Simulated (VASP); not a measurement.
# Mesh, vacuum, cutoff and functional for a few sheets of WS2

Wanted: the error that each setting leaves in the work function or ionisation potential of a few sheets of WS2.

Calculated with VASP 6.6.1; PBE, no spin polarisation; plane waves and PAW (S, W), in the first sound run; inputs show where later runs differ.

## 1. Set-up

The cell holds 6 atoms: 4 S and 2 W. Cell: a = 3.180 Å, b = 3.180 Å, c = 24.375 Å, α = 90.0°, β = 90.0°, γ = 120.0°. It derives from WS2 (Tungstenite). A few sheets cut from a layered arrangement of the crystal. Vacuum lies along c.

As a file:

```cif
data_structure
_symmetry_space_group_name_H-M 'P 1'
_symmetry_Int_Tables_number 1
_cell_length_a 3.1800
_cell_length_b 3.1800
_cell_length_c 24.3750
_cell_angle_alpha 90.000
_cell_angle_beta 90.000
_cell_angle_gamma 120.000
_cell_volume 213.47
loop_
_atom_site_label
_atom_site_type_symbol
_atom_site_fract_x
_atom_site_fract_y
_atom_site_fract_z
_atom_site_occupancy
S1 S 0.33333 0.66667 0.69231 1
S2 S 0.33333 0.66667 0.56410 1
S3 S 0.66667 0.33333 0.43590 1
S4 S 0.66667 0.33333 0.30769 1
W5 W 0.66667 0.33333 0.62821 1
W6 W 0.33333 0.66667 0.37179 1
```

## 2. The base run

The base run sets the number that all others are held against.

File INCAR:

```
SYSTEM = WS2
PREC = Normal
ENCUT = 350
EDIFF = 1E-06
NELM = 120
ISMEAR = 0
SIGMA = 0.05
LREAL = .FALSE.
ALGO = Normal
GGA = PE
NBANDS = 24
LASPH = .TRUE.
LORBIT = 11
LWAVE = .FALSE.
LCHARG = .FALSE.
KPAR = 4
IDIPOL = 3
LDIPOL = .TRUE.
DIPOL = 0.5 0.5 0.5
LVHAR = .TRUE.
LVACPOTAV = .TRUE.
NEDOS = 1500
```

File POSCAR:

```
WS2
1.0
    3.1800000000      0.0000000000      0.0000000000
   -1.5900000000      2.7539607840      0.0000000000
    0.0000000000      0.0000000000     24.3750000000
S W
4 2
Direct
    0.3333333330      0.6666666670      0.6923076920
    0.3333333330      0.6666666670      0.5641025640
    0.6666666670      0.3333333330      0.4358974360
    0.6666666670      0.3333333330      0.3076923080
    0.6666666670      0.3333333330      0.6282051280
    0.3333333330      0.6666666670      0.3717948720
```

File KPOINTS:

```
Automatic mesh
0
Gamma
9 9 1
0 0 0
```

The projector-augmented-wave data sets are S and W (PBE family, release 64).

Launch:

```bash
$ mpirun -np 4 vasp_std
```

What it wrote:

```text
[banner, memory and clock lines left out]
running    4 mpi-ranks, on    1 nodes
 distrk:  each k-point on    1 cores,    4 groups
 distr:  one band on    1 cores,    1 groups

 POSCAR found type information on POSCAR S W
 POSCAR found :  2 types and       6 ions
 LDA part: xc-table for (Slater+PW92), standard interpolation
 POSCAR, INCAR and KPOINTS ok, starting setup
 FFT: planning ... GRIDC
 FFT: planning ... GRID_SOFT
 FFT: planning ... GRID
 WAVECAR not read
 entering main loop
       N       E                     dE             d eps       ncg     rms          rms(c)
DAV:   1     0.209177521802E+03    0.20918E+03   -0.11798E+04   576   0.893E+02
DAV:   2    -0.288337332948E+02   -0.23801E+03   -0.23215E+03   864   0.223E+02
DAV:   3    -0.497763602915E+02   -0.20943E+02   -0.20804E+02   768   0.734E+01
DAV:   4    -0.503014370876E+02   -0.52508E+00   -0.52359E+00   832   0.131E+01
DAV:   5    -0.503184526340E+02   -0.17016E-01   -0.16999E-01   776   0.210E+00    0.399E+01
DAV:   6    -0.478220433337E+02    0.24964E+01   -0.11724E+01   840   0.166E+01    0.181E+01
DAV:   7    -0.475421302008E+02    0.27991E+00   -0.34802E+00   776   0.106E+01    0.879E+00
DAV:   8    -0.474100308836E+02    0.13210E+00   -0.44372E-01   800   0.415E+00    0.141E+00
DAV:   9    -0.474041037130E+02    0.59272E-02   -0.80735E-02   848   0.150E+00    0.503E-01
DAV:  10    -0.474020935217E+02    0.20102E-02   -0.15847E-02   832   0.728E-01    0.441E-01
DAV:  11    -0.474019813627E+02    0.11216E-03   -0.27018E-03   824   0.314E-01    0.120E-01
DAV:  12    -0.474017924748E+02    0.18889E-03   -0.70379E-04   800   0.154E-01    0.839E-02
DAV:  13    -0.474017927947E+02   -0.31992E-06   -0.68822E-05   800   0.451E-02    0.406E-02
DAV:  14    -0.474018503685E+02   -0.57574E-04   -0.11271E-04   728   0.474E-02    0.226E-02
DAV:  15    -0.474018582403E+02   -0.78718E-05   -0.94236E-06   808   0.192E-02    0.232E-02
DAV:  16    -0.474019219762E+02   -0.63736E-04   -0.16132E-05   688   0.185E-02    0.222E-02
DAV:  17    -0.474019360032E+02   -0.14027E-04   -0.18241E-05   696   0.157E-02    0.166E-02
DAV:  18    -0.474019437142E+02   -0.77110E-05   -0.72522E-07   528   0.432E-03    0.850E-03
DAV:  19    -0.474019699340E+02   -0.26220E-04   -0.16259E-06   560   0.459E-03    0.823E-03
DAV:  20    -0.474019841564E+02   -0.14222E-04   -0.42486E-07   488   0.310E-03    0.312E-03
DAV:  21    -0.474019984192E+02   -0.14263E-04   -0.75001E-07   528   0.355E-03    0.755E-03
DAV:  22    -0.474020024344E+02   -0.40152E-05   -0.13465E-07   456   0.172E-03    0.499E-03
DAV:  23    -0.474020048638E+02   -0.24294E-05   -0.15016E-07   464   0.140E-03    0.127E-03
DAV:  24    -0.474020055145E+02   -0.65066E-06   -0.45102E-08   384   0.955E-04
|                                                                             |
|           W    W    AA    RRRRR   N    N  II  N    N   GGGG   !!!           |
|           W    W   A  A   R    R  NN   N  II  NN   N  G    G  !!!           |
|           W    W  A    A  R    R  N N  N  II  N N  N  G       !!!           |
|           W WW W  AAAAAA  RRRRR   N  N N  II  N  N N  G  GGG   !            |
|           WW  WW  A    A  R   R   N   NN  II  N   NN  G    G                |
|           W    W  A    A  R    R  N    N  II  N    N   GGGG   !!!           |
|                                                                             |
|     Did not find any points to average over, which means that no vacuum     |
|     field-free region was found. Please increase the size of  your cell     |
|     in the dimension of the dipole correction to obtain accurate            |
|     workfunction values.                                                    |
|                                                                             |

   1 F= -.47402006E+02 E0= -.47402006E+02  d E =-.782114E-11
```

Wall time 8 s (4 MPI ranks of Intel Xeon 6975P-C (Granite Rapids), shared host); peak memory 0.71 GiB.

Lines that name or quote the potential files are left out of all logs, and their timing lines are given in words.

Parts of OUTCAR (step 2):

```text
ion  position               nearest neighbor table
   1  0.333  0.667  0.692-   5 2.41   5 2.41   5 2.41
   2  0.333  0.667  0.564-   5 2.41   5 2.41   5 2.41
   3  0.667  0.333  0.436-   6 2.41   6 2.41   6 2.41
   4  0.667  0.333  0.308-   6 2.41   6 2.41   6 2.41
   5  0.667  0.333  0.628-   2 2.41   1 2.41   2 2.41   1 2.41   2 2.41   1 2.41
   6  0.333  0.667  0.372-   3 2.41   4 2.41   3 2.41   4 2.41   3 2.41   4 2.41

  LATTYP: Found a hexagonal cell.
 ALAT       =     3.1800000000
 C/A-ratio  =     7.6650943396

 Subroutine GETGRP returns: Found 12 space group operations
 (whereof 12 operations were pure point group operations)

The static configuration has the point symmetry D_3d.

 Found     12 irreducible k-points:

   k-points           NKPTS =     12   k-points in BZ     NKDIM =     12   number of bands    NBANDS=     24

   dimension x,y,z NGX =    16 NGY =   16 NGZ =  112
   dimension x,y,z NGXF=    32 NGYF=   32 NGZF=  224

   ENCUT  =  350.0 eV  25.72 Ry    5.07 a.u.   4.85  4.85 37.18*2*pi/ulx,y,z

   NELECT =      36.0000    total number of electrons

 k-points in reciprocal lattice and weights: Automatic mesh
   0.00000000  0.00000000  0.00000000       0.012
   0.11111111  0.00000000  0.00000000       0.074
   0.22222222  0.00000000  0.00000000       0.074
   0.33333333  0.00000000  0.00000000       0.074
   0.44444444  0.00000000  0.00000000       0.074
   0.11111111  0.11111111  0.00000000       0.074
   0.22222222  0.11111111  0.00000000       0.148
   0.33333333  0.11111111  0.00000000       0.148
   0.44444444  0.11111111  0.00000000       0.074
   0.22222222  0.22222222  0.00000000       0.074
   0.33333333  0.22222222  0.00000000       0.148
   0.33333333  0.33333333  0.00000000       0.025

 dipolmoment           0.000000      0.000000     -0.000000 electrons x Angstroem

 average (electrostatic) potential at core
       1 -91.4483       2 -91.4595       3 -91.4595       4 -91.4483       5 -45.7164
       6 -45.7164

 E-fermi :   0.6032

 k-point     1 :       0.0000    0.0000    0.0000
  band No.  band energies     occupation
    ...
     14      -1.6182      2.00000
     15      -1.6182      2.00000
     16      -1.5854      2.00000
     17      -0.2060      2.00000
     18       0.3934      2.00000
     19       2.8970      0.00000
     20       2.8972      0.00000
     21       2.9055      0.00000
     22       2.9056      0.00000
     23       3.0362      0.00000
    ...

 k-point     2 :       0.1111    0.0000    0.0000
  band No.  band energies     occupation
    ...
     14      -1.9200      2.00000
     15      -1.5112      2.00000
     16      -1.1477      2.00000
     17      -0.2737      2.00000
     18       0.1208      2.00000
     19       2.6170      0.00000
     20       2.7261      0.00000
     21       2.7646      0.00000
     22       2.8477      0.00000
     23       2.8751      0.00000
    ...

 k-point     3 :       0.2222    0.0000    0.0000
  band No.  band energies     occupation
    ...
     14      -2.1617      2.00000
     15      -1.7068      2.00000
     16      -1.3447      2.00000
     17      -0.7039      2.00000
     18      -0.6433      2.00000
     19       2.1727      0.00000
     20       2.5549      0.00000
     21       2.5556      0.00000
     22       2.6519      0.00000
     23       2.9728      0.00000
    ...

  Total        0.4641348      0.4641348      1.3882595     -0.0000000      0.0000000     -0.0000000
  in kB        3.4835758      3.4835758     10.4196167     -0.0000000      0.0000000     -0.0000000
  external PRESSURE =       5.7955894 kB  Pullay stress =       0.0000000 kB

  energy-cutoff  :      350.00
  volume of cell :      213.47
      direct lattice vectors                 reciprocal lattice vectors
     3.180000000  0.000000000  0.000000000     0.314465409  0.181556688  0.000000000
    -1.590000000  2.753960784  0.000000000     0.000000000  0.363113377  0.000000000
     0.000000000  0.000000000 24.375000000     0.000000000  0.000000000  0.041025641

 POSITION                                       TOTAL-FORCE (eV/Angst)
 -----------------------------------------------------------------------------------
     -0.00000      1.83597     16.87500        -0.000000     -0.000000      0.165684
     -0.00000      1.83597     13.75000         0.000000      0.000000     -0.074186
      1.59000      0.91799     10.62500         0.000000      0.000000      0.074186
      1.59000      0.91799      7.50000         0.000000      0.000000     -0.165684
      1.59000      0.91799     15.31250         0.000000      0.000000      0.031991
     -0.00000      1.83597      9.06250        -0.000000      0.000000     -0.031991
 -----------------------------------------------------------------------------------
    total drift:                                0.000000     -0.000000     -0.000000

  FREE ENERGIE OF THE ION-ELECTRON SYSTEM (eV)
  ---------------------------------------------------
  free  energy   TOTEN  =       -47.4020055145 eV

  energy  without entropy=      -47.4020055145  energy(sigma->0) =      -47.40200551

 vacuum level on the upper side and lower side of the slab         5.710         5.710

 total charge
# of ion       s       p       d       tot
------------------------------------------
    1        1.359   2.360   0.000   3.719
    2        1.360   2.359   0.000   3.719
    3        1.360   2.359   0.000   3.719
    4        1.359   2.360   0.000   3.719
    5        0.565   0.708   4.257   5.530
    6        0.565   0.708   4.257   5.530
--------------------------------------------------
tot          6.566  10.856   8.514  25.936

[... 3 further parts left out ...]
```

This run has no spin polarisation, so a moment on W, if there is one, isn't seen. The gap is read on the k-mesh alone, so it is an upper bound where the band edges lie off the mesh. The data set W keeps the semicore shell frozen, which is cheaper and a little less accurate.

This step gave:

- electronic cycles: 24
- electrons: 36
- free energy (TOTEN): -47.40 eV
- Fermi energy: 0.6032 eV
- labelled metallic, from the levels on this mesh: no
- dipole moment: 0, 0, 0 e·Å
- vacuum levels: 5.71, 5.71 eV
- ionisation potentials of the upper and lower face: 5.317, 5.317 eV
- electron affinities of the upper and lower face: 3.900, 3.900 eV
- highest filled level below the vacuum: 5.317 eV
- gap on the k-mesh: 1.417 eV
- least direct gap on the k-mesh: 1.771 eV

The planar average of the electrostatic potential oscillates, so the rows of the table below give means over windows of 1 Å about each position, cut where the curve ends. Its maxima inside the range that stand out by 2 % of the span (Å: eV): 8.3: -6.27, 9.8: -6.30, 12.2: 4.38, 14.6: -6.30, 16.1: -6.27. Its minima: 7.5: -14.9, 9.0: -10.2, 10.6: -14.8, 13.8: -14.8, 15.3: -10.2, 16.9: -14.9.

Zero at the Fermi level. The planar average of the electrostatic potential by height; means over each step:

```
height (Å)  planar average of the electrostatic potential (eV)
         0                                                5.11
         1                                                5.11
         2                                                5.11
         3                                                5.11
         4                                                5.11
         5                                                5.08
         6                                                4.43
         7                                               -5.90
         8                                               -9.96
         9                                               -9.30
        10                                               -9.13
        11                                               -8.05
        12                                                3.81
        13                                               -1.62
        14                                               -11.7
        15                                               -8.69
        16                                               -8.12
        17                                               -11.3
        18                                                2.90
        19                                                5.01
        20                                                5.10
        21                                                5.11
        22                                                5.11
        23                                                5.11
        24                                                5.11
```

Density of states in the PAW spheres, an atom over height of the layer and energy from the Fermi level.

Ten even steps from '_' (0.00 states/eV) to '@' (1.34 states/eV), each cell a mean:
```
____________
____________
__..____..__
__--____--__
..%%....%%..
..%%....%%..
------------
------------
**%%****%%**
::++::::++::
..==....==..
++@@++++@@++
::==::::==::
--++----++--
==##====##==
..--::::--..
::==::::==::
::**::::**::
..==::::==..
__........__
____________
____________
```
Columns: height of the layer (Å) from 7.5 to 16.9 (not evenly spaced); rows upwards: energy from the Fermi level (eV) from -7.9 to 0.5.

Force by atom:

```
atom  x (eV/Å)  y (eV/Å)  z (eV/Å)   size
  S1     0.000     0.000     0.166  0.166
  S2     0.000     0.000    -0.074  0.074
  S3     0.000     0.000     0.074  0.074
  S4     0.000     0.000    -0.166  0.166
  W5     0.000     0.000     0.032  0.032
  W6     0.000     0.000    -0.032  0.032
```

The highest filled level lies 5.32 eV below the vacuum at the upper face.

Only the dipole across the slab is computed (IDIPOL = 3); zeros along the plane are no results.

The map of layer states is cut here 0.5 eV above the Fermi level, so it leaves out the states above that.

(Continued in part 2 of 5.)

[Lines on the potential files, build, host, timing and source positions are cut from VASP's logs without a mark.]

[Logs are printed without paths, hosts, clocks, repeated set-up lines and the standing remarks that a program may print on its own settings, such as how far it seeks lower states.]

[Hosts, paths, dates, database ids (printed as entryN), source tags and the programs' standing remarks are cut or masked in the printed files.]

[In band tables of VASP the shares of atoms and orbitals are scaled to a sum of 1 inside the atoms' spheres.]

[Runs that stopped without an error message from VASP are left out.]
